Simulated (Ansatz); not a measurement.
The system is ZnS (Wurtzite-2H).

```
Zn S
1.0
     3.81100    0.00000    0.00000
    -1.90550    3.30042    0.00000
     0.00000    0.00000    6.23400
Zn S
2 2
Direct
  0.66667 0.33333 0.50000
  0.33333 0.66667 0.00000
  0.66667 0.33333 0.88500
  0.33333 0.66667 0.38500
```

Base run:

| Item | Value |
| --- | --- |
| Program | Ansatz 0.2.0 |
| Functional | exchange-only PBE |
| Potentials or basis | Ansatz PAW |
| Cutoff | 420 eV (not typed: the program's choice for these potentials) |
| k mesh | 8 × 8 × 5 |
| Occupations | fermi-dirac, width 0.05 eV |
| Spin | no spin polarisation |

Its results: band gap on the k mesh 2.29 eV, direct; pressure 13.0 GPa; largest force 0.366 eV/Å.

The run is repeated on the same cell with these changes: functional from exchange-only PBE to LDA; potentials or basis from Ansatz PAW to JTH PAW LDA; cutoff from 420 eV (not typed: the program's choice for these potentials) to 960 eV. What comes out?

Band gap on the k mesh 1.98 eV, direct; pressure -4.0 GPa; largest force 0.293 eV/Å.

Caveats: the PAW data sets come from PBE, with cores solved anew for the run's functional, which leaves a small shift of forces and pressure (some runs).
